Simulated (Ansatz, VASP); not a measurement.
## HfO2 in VASP and in Ansatz

File INCAR:

```
SYSTEM = HfO2
PREC     = Accurate       ! precision mode
ENCUT    = 520            ! plane-wave cutoff, eV
EDIFF    = 1E-6           ! SCF threshold, eV
ISMEAR   = 0              ! smearing method
SIGMA    = 0.05           ! smearing width, eV
LREAL    = .FALSE.        ! projectors in reciprocal space
LASPH    = .TRUE.         ! aspherical terms in the spheres
NELM     = 60             ! most SCF steps
ALGO     = Normal         ! electronic algorithm
ISIF     = 2              ! what is computed and relaxed
LWAVE    = .FALSE.        ! write WAVECAR
LCHARG   = .FALSE.        ! write CHGCAR
GGA      = PS             ! functional
NBANDS   = 18             ! bands
```

File KPOINTS:

```
regular mesh
0
G
  8 8 8
  0 0 0
```

The input POSCAR:

```
HfO2
1.0
    0.0674097967      2.5336218710      2.5336218710
    2.5336218710      0.0674097967      2.5336218710
    2.5336218710      2.5336218710      0.0674097967
Hf O
1 2
Direct
    0.0000000000      0.0000000000      0.0000000000
    0.2500000000      0.2500000000      0.2500000000
    0.7500000000      0.7500000000      0.7500000000
```

Input for Ansatz:

```yaml
crystal:
  lattice:
    - [0.0674097967, 2.533621871, 2.533621871]
    - [2.533621871, 0.0674097967, 2.533621871]
    - [2.533621871, 2.533621871, 0.0674097967]
  atoms:
    - { symbol: Hf, position: [0.0, 0.0, 0.0] }
    - { symbol: O, position: [0.25, 0.25, 0.25] }
    - { symbol: O, position: [0.75, 0.75, 0.75] }
basis:
  ecutwfc: 520.0
kpoints:
  mp_grid: { grid: [8, 8, 8] }
hamiltonian:
  xc: pbesol
  pseudopotentials: { kind: paw, azcp: { folder: soft_1 } }
scf:
  occupations: { method: gaussian, width: 0.05 }
output:
  forces: true
  stress: true
  eigenvalues: true
```

Alike in both runs: task single point; functional PBEsol; k mesh 8 × 8 × 8; occupations gaussian, width 0.05 eV; no spin polarisation.

```csv
,VASP,Ansatz
version,VASP 6.6.1,Ansatz 0.2.0
potentials or method,"VASP PAW PBE potentials, release 64 (Hf_pv, O)","scalar-relativistic, plane waves, PAW"
plane-wave cutoff (eV),520,520
valence electrons in the cell,22,38
```

```tsv
	VASP	Ansatz	Ansatz less VASP
gap on the k mesh at the Fermi level (eV)	3.80	3.77	-0.030
least direct gap on the mesh (eV)	3.80	3.77	-0.030
pressure (GPa)	4.1	8.1	+4.03
largest component of the traceless stress (GPa)	2.69	2.80	+0.107
rms of the force components (eV/Å)	0.166	0.180	+0.0133
```

Atom by atom the forces differ by 0.013 eV/Å (rms over components). One of these differences is far larger than is usual between the two programs; its cause wasn't traced. The two sets of potentials don't hold the same shells in valence. Ansatz warned: «pseudo_functional_mismatch».

Caveats: the PAW data sets were made with another functional, which shifts forces and pressure a little (VASP); spin-orbit coupling is left out, which moves the levels of the heavy elements. A k mesh can miss the band edges.
